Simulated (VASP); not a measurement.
The system is Sb2Se3.

```xyz
10
Lattice="0.0000 5.2620 5.2620 5.2620 0.0000 5.2620 5.2620 5.2620 0.0000" Properties=species:S:1:pos:R:3 pbc="T T T"
Sb    6.5775    6.5775    6.5775
Sb    3.9465    3.9465    6.5775
Sb    3.9465    6.5775    3.9465
Sb    6.5775    3.9465    3.9465
Se    1.3155    1.3155    1.3155
Se    3.9465    3.9465    1.3155
Se    3.9465    1.3155    3.9465
Se    1.3155    3.9465    3.9465
Se    5.2620    5.2620    5.2620
Se    7.8930    7.8930    7.8930
```

The cell was built by a generator and needn't be a form met in nature.

```yaml
Program: VASP 6.6.1
Task: relaxation of cell and atoms
Functional: PBE
Potentials_or_basis: VASP PAW PBE potentials, release 64 (Sb, Se)
Cutoff: 520 eV
k_mesh: 3 × 3 × 3
Occupations: gaussian, width 0.15 eV
Spin: no spin polarisation
```

At the start: pressure 17.4 GPa; volume 29.14 Å³/atom.

Q: Where does the relaxation end?

A: Over 3 steps the energy falls by 478.6 meV/atom and the volume is 40.83 Å³/atom (+40.1 %); space group Fd-3m (No. 227, to 0.05 Å).

Step by step:
```tsv
step	energy change (eV)	largest force (eV/Å)	pressure (GPa)	volume (Å³)
1	0.0000	0.0000	17.41	291.39
2	-4.6228	0.0000	-1.46	446.39
3	-4.7858	0.0000	0.27	408.26
```

Final structure:
```
CELL_PARAMETERS angstrom
0.00000 5.88800 5.88800
5.88800 0.00000 5.88800
5.88800 5.88800 0.00000
ATOMIC_POSITIONS crystal
Sb 0.62500 0.62500 0.62500
Sb 0.62500 0.62500 0.12500
Sb 0.62500 0.12500 0.62500
Sb 0.12500 0.62500 0.62500
Se 0.12500 0.12500 0.12500
Se 0.12500 0.12500 0.62500
Se 0.12500 0.62500 0.12500
Se 0.62500 0.12500 0.12500
Se 0.50000 0.50000 0.50000
Se 0.75000 0.75000 0.75000
```

Caveat: the volume moved by over 15 % at a fixed basis, so the end points are rough.
